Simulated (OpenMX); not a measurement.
The system is SiC (Moissanite).

```
CELL_PARAMETERS angstrom
3.07600 0.00000 0.00000
-1.53800 2.66389 0.00000
0.00000 0.00000 5.04800
ATOMIC_POSITIONS crystal
Si 0.66667 0.33333 0.50000
Si 0.33333 0.66667 0.00000
C 0.66667 0.33333 0.88500
C 0.33333 0.66667 0.38500
```

Base run:

| Property | Result |
| --- | --- |
| Program | OpenMX 3.8.5 |
| Functional | PBE |
| Dispersion | D3 |
| Potentials or basis | OpenMX 2013 PBE set, Si7.0-s2p2d1, C6.0-s2p2d1, grid cutoff 300 Ry |
| k mesh | 7 × 7 × 5 |
| Occupations | fermi-dirac, width 0.05 eV |
| Spin | no spin polarisation |

Its results: band gap on the k mesh 2.83 eV, indirect (least direct gap 4.28 eV); pressure 3.3 GPa; largest force 0.803 eV/Å.

The run is repeated on the same cell with these changes: dispersion from D3 to none. What comes out?

Band gap on the k mesh 2.83 eV, indirect (least direct gap 4.28 eV); pressure 5.4 GPa; largest force 0.808 eV/Å.

Dispersion adds attraction, which lowers the pressure at fixed volume and, as a term added to the energy, leaves the levels alone.

Caveats: an odd mesh through Γ misses points on the zone boundary, where band edges often lie; the basis of atomic orbitals isn't converged, which shifts pressures, moduli and gaps.
